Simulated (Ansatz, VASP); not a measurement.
# Two plane-wave programs on Sb

```
CELL_PARAMETERS angstrom
-4.10905 4.10905 2.06521
4.10905 -4.10905 2.06521
4.10905 4.10905 -2.06521
ATOMIC_POSITIONS crystal
Sb 0.65126 0.15126 0.80253
Sb 0.15126 0.34874 0.50000
Sb 0.34874 0.84874 0.19747
Sb 0.84874 0.65126 0.50000
```

Change from the starting cell: volume scaled by 1.06.

Alike in both runs: task single point; functional PBEsol; k mesh 7 × 7 × 7; occupations fermi-dirac, width 0.05 eV; no spin polarisation.

|  | VASP | Ansatz |
| --- | --- | --- |
| version | VASP 6.6.1 | Ansatz 0.2.0 |
| potentials or method | VASP PAW PBE potentials, release 64 (Sb) | Ansatz PAW |
| plane-wave cutoff (eV) | 520 | 420 |
| valence electrons in the cell | 20 | 60 |

Ansatz gave:

```
gap on the k mesh at the Fermi level (eV)       : none
pressure (GPa)                                  : -3.2
largest component of the traceless stress (GPa) : 0.54
rms of the force components (eV/Å)              : 0.073
```

Question: Which values does VASP return?

Answer: gap on the k mesh at the Fermi level (eV): none; pressure (GPa): -3.2; largest component of the traceless stress (GPa): 0.53; rms of the force components (eV/Å): 0.077.

Atom by atom the forces differ by 0.004 eV/Å (rms over components). A gap of «none» marks a metal or a gap that the smearing closes. With one functional, cell and mesh, what is left measures potentials, basis and numerics. The two sets of potentials don't hold the same shells in valence.

Caveats: the PAW data sets were made with another functional, which shifts forces and pressure a little (VASP); the PAW data sets come from PBE, with cores solved anew for the run's functional, which leaves a small shift of forces and pressure (Ansatz). The runs have no spin-orbit coupling, so splittings on Sb are missing.
